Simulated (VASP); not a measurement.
# Mo (Im-3m) in VASP: elastic constants with RPBE

Aim: the elastic constants of Mo with RPBE.

Program: VASP 6.6.1. These are calculated values, not measurements. Logs are shortened: lines on timing, memory, paths and dates and some standing lists are left out, and cuts for length are marked.

## 1. The structure

The structure is cubic, space group Im-3m (No. 229). Conventional cell: a = 3.168 Å, b = 3.168 Å, c = 3.168 Å, α = 90.00°, β = 90.00°, γ = 90.00°. Mo (site symmetry m-3m) has 8 Mo at 2.74 Å as nearest neighbours.

## 2. Elastic constants, RPBE

POSCAR reads:

```
Mo
1.0
   -1.5838089700      1.5838089700      1.5838089700
    1.5838089700     -1.5838089700      1.5838089700
    1.5838089700      1.5838089700     -1.5838089700
Mo
1
Direct
    0.0000000000      0.0000000000      0.0000000000
```

INCAR.step1 reads:

```
PREC     = Accurate       # precision mode
ENCUT    = 600            # plane-wave cutoff, eV
EDIFF    = 1E-8           # SCF threshold, eV
ISMEAR   = 0              # smearing method
SIGMA    = 0.1            # smearing width, eV
LREAL    = F              # projectors in reciprocal space
LASPH    = T              # aspherical terms in the spheres
NELM     = 60             # most SCF steps
ALGO     = Fast           # electronic algorithm
ISIF     = 3              # what is computed and relaxed
LWAVE    = F              # write WAVECAR
LCHARG   = F              # write CHGCAR
GGA      = RP             # functional
IBRION   = 2              # ionic algorithm
NSW      = 40             # ionic steps
EDIFFG   = -0.002         # ionic threshold
```

INCAR.step2 reads:

```
PREC     = Accurate       # precision mode
ENCUT    = 600            # plane-wave cutoff, eV
EDIFF    = 1E-8           # SCF threshold, eV
ISMEAR   = 0              # smearing method
SIGMA    = 0.1            # smearing width, eV
LREAL    = F              # projectors in reciprocal space
LASPH    = T              # aspherical terms in the spheres
NELM     = 60             # most SCF steps
ALGO     = Fast           # electronic algorithm
ISIF     = 3              # what is computed and relaxed
LWAVE    = F              # write WAVECAR
LCHARG   = F              # write CHGCAR
GGA      = RP             # functional
IBRION   = 6              # ionic algorithm
NFREE    = 2            
POTIM    = 0.015          # step
NSW      = 1              # ionic steps
```

KPOINTS reads:

```
Automatic mesh
0
Gamma
  18 18 18
```

Potentials or basis: VASP PAW PBE potentials, release 64 (Mo_sv).

Started as:

```bash
$ cat potpaw_PBE.64/Mo_sv/POTCAR > POTCAR
$ cp INCAR.step1 INCAR
$ mpirun -np 1 vasp_std > vasp.out
$ cp CONTCAR POSCAR
$ cp INCAR.step2 INCAR
$ mpirun -np 1 vasp_std > vasp.out
```

OUTCAR:

```text
PREC = Accurate
   ENCUT = 600
   EDIFF = 1E-8
   ISMEAR = 0
   LREAL = F
   LASPH = T
   NELM = 60
   ISIF = 3
   GGA = RP
   IBRION = 6
   NFREE = 2
   POTIM = 0.015
   NSW = 1

 ion  position               nearest neighbor table
   1  0.000  0.000  0.000-

  LATTYP: Found a body centered cubic cell.
 ALAT       =     3.1761832663

  Lattice vectors:

 A1 = (  -1.5880916332,   1.5880916332,   1.5880916332)
 A2 = (   1.5880916332,  -1.5880916332,   1.5880916332)
 A3 = (   1.5880916332,   1.5880916332,  -1.5880916332)

Analysis of symmetry for initial positions (statically):
=====================================================================
 Subroutine PRICEL returns:
 Original cell was already a primitive cell.

 Routine SETGRP: Setting up the symmetry group for a
 body centered cubic supercell.

 Subroutine GETGRP returns: Found 48 space group operations
 (whereof 48 operations were pure point group operations)
 out of a pool of 48 trial point group operations.

The static configuration has the point symmetry O_h .

Analysis of symmetry for dynamics (positions and initial velocities):
=====================================================================
 Subroutine PRICEL returns:
 Original cell was already a primitive cell.

 Routine SETGRP: Setting up the symmetry group for a
 body centered cubic supercell.

 Subroutine GETGRP returns: Found 48 space group operations
 (whereof 48 operations were pure point group operations)
 out of a pool of 48 trial point group operations.

The dynamic configuration has the point symmetry O_h .

 Subroutine INISYM returns: Found 48 space group operations
 (whereof 48 operations are pure point group operations),
 and found     1 'primitive' translations

----------------------------------------------------------------------------------------

[... 343 lines left out ...]
      5       5.1380      2.00000
      6      10.9552      2.00000
      7      10.9552      2.00000
      8      10.9552      2.00000
      9      13.8970      0.00000
     10      13.8970      0.00000
     11      27.0589      0.00000
[... 309 lines left out ...]
 k-point    24 :       0.3889    0.1111    0.0000
  band No.  band energies     occupation
      1     -48.7827      2.00000
      2     -23.5558      2.00000
      3     -22.7932      2.00000
      4     -22.4099      2.00000
      5       7.5018      2.00000
      6       9.1372      2.00000
      7      12.2519      1.37354
      8      13.7903      0.00000
      9      14.8800      0.00000
     10      17.4702      0.00000
     11      23.6692      0.00000

 [... further k-points ...]

------------------------ aborting loop because EDIFF is reached ----------------------------------------

  FORCE on cell =-STRESS in cart. coord.  units (eV):
  Direction    XX          YY          ZZ          XY          YZ          ZX
  --------------------------------------------------------------------------------------
  -------------------------------------------------------------------------------------
  Total        0.0002690      0.0002690      0.0002690      0.0000000      0.0000000      0.0000000
  in kB        0.0269011      0.0269011      0.0269011      0.0000000      0.0000000      0.0000000
  external PRESSURE =       0.0269011 kB  Pullay stress =       0.0000000 kB
[... 16 lines left out ...]
  FREE ENERGIE OF THE ION-ELECTRON SYSTEM (eV)
  ---------------------------------------------------
  free  energy   TOTEN  =       -10.3610424365 eV

  energy  without entropy=      -10.3581800914  energy(sigma->0) =      -10.35961126

 INTERNAL STRAIN TENSORS FROM STRAINED CELLS
 ============================================

 INTERNAL STRAIN TENSOR FOR ION    1 for displacements in x,y,z  (eV/Angst):
          X           Y           Z          XY          YZ          ZX
  --------------------------------------------------------------------------------
  x    -0.00000     0.00000    -0.00000    -0.00000     0.00000    -0.00000
  y     0.00000     0.00000    -0.00000     0.00000    -0.00000    -0.00000
  z    -0.00000     0.00000    -0.00000    -0.00000     0.00000    -0.00000

 INTERNAL STRAIN TENSORS FROM DISPLACED ATOMS
 ============================================

 INTERNAL STRAIN TENSOR FOR ION    1 for displacements in x,y,z  (eV/Angst):
          X           Y           Z          XY          YZ          ZX
  --------------------------------------------------------------------------------
  x     0.00000     0.00000     0.00000     0.00000     0.00000     0.00000
  y     0.00000     0.00000     0.00000     0.00000     0.00000     0.00000
  z     0.00000     0.00000     0.00000     0.00000     0.00000     0.00000

 Eigenvectors and eigenvalues of the dynamical matrix
 ----------------------------------------------------

   1 f/i=    0.000000 THz     0.000000 2PiTHz    0.000000 cm-1     0.000000 meV
             X         Y         Z           dx          dy          dz
      0.000000  0.000000  0.000000     1.000000    0.000000    0.000000

   2 f/i=    0.000000 THz     0.000000 2PiTHz    0.000000 cm-1     0.000000 meV
             X         Y         Z           dx          dy          dz
      0.000000  0.000000  0.000000     0.000000    1.000000    0.000000

   3 f/i=    0.000000 THz     0.000000 2PiTHz    0.000000 cm-1     0.000000 meV
             X         Y         Z           dx          dy          dz
      0.000000  0.000000  0.000000     0.000000    0.000000    1.000000

--------------------------------------------------------------------------------------------------------

 ELASTIC MODULI CONTR FROM IONIC RELAXATION (kBar)
 Direction    XX          YY          ZZ          XY          YZ          ZX
 --------------------------------------------------------------------------------
 XX           0.0000      0.0000      0.0000      0.0000      0.0000      0.0000
 YY           0.0000      0.0000      0.0000      0.0000      0.0000      0.0000
 ZZ           0.0000      0.0000      0.0000      0.0000      0.0000      0.0000
 XY           0.0000      0.0000      0.0000      0.0000      0.0000      0.0000
 YZ           0.0000      0.0000      0.0000      0.0000      0.0000      0.0000
 ZX           0.0000      0.0000      0.0000      0.0000      0.0000      0.0000
 --------------------------------------------------------------------------------

 TOTAL ELASTIC MODULI (kBar)
 Direction    XX          YY          ZZ          XY          YZ          ZX
 --------------------------------------------------------------------------------
 XX        4516.6880   1480.9423   1480.9423     -0.0000      0.0000     -0.0000
 YY        1480.9423   4516.6880   1480.9423      0.0000      0.0000      0.0000
 ZZ        1480.9423   1480.9423   4516.6880      0.0000      0.0000     -0.0000
 XY          -0.0000      0.0000      0.0000   1035.1331      0.0000      0.0000
 YZ           0.0000      0.0000      0.0000      0.0000   1035.1331      0.0000
 ZX          -0.0000      0.0000     -0.0000      0.0000      0.0000   1035.1331
 --------------------------------------------------------------------------------
```

It took 17 min on 1 thread of Intel Xeon Platinum 8488C (Sapphire Rapids), shared host; peak memory 0.68 GiB.

What came out:

```yaml
Relaxed_volume: 16.02 Å³/atom
Relaxed_cell: a = 2.751 Å, b = 2.751 Å, c = 2.751 Å, α = 109.47°, β = 109.47°, γ = 109.47°
Space_group_after_relaxing_to_0.05_Å: Im-3m (No. 229)
Elastic_constants_C11_C12_C44: 452, 148, 104 GPa
Voigt_bulk_modulus: 249 GPa
```

The path:
```
step  energy change (eV)  largest force (eV/Å)  pressure (GPa)  volume (Å³)
   1              0.0000                0.0000            2.06        15.89
   2              0.0047                0.0000           -5.14        16.37
   3             -0.0008                0.0000           -0.04        16.02
   4             -0.0008                0.0000            0.01        16.02
```

Final structure:
```yaml
crystal:
  lattice:
    - [-1.58809, 1.58809, 1.58809]
    - [1.58809, -1.58809, 1.58809]
    - [1.58809, 1.58809, -1.58809]
  atoms:
    - { symbol: Mo, position: [0.00000, 0.00000, 0.00000] }
```

Elastic tensor in Voigt notation (GPa, in the Cartesian axes of the cell as first typed):
```
452 148 148   0   0   0
148 452 148   0   0   0
148 148 452   0   0   0
  0   0   0 104   0   0
  0   0   0   0 104   0
  0   0   0   0   0 104
```

Clamped-ion elastic tensor (GPa):
```
452 148 148   0   0   0
148 452 148   0   0   0
148 148 452   0   0   0
  0   0   0 104   0   0
  0   0   0   0 104   0
  0   0   0   0   0 104
```

Caveat: the PAW data sets were made with another functional, which shifts forces and pressure a little.
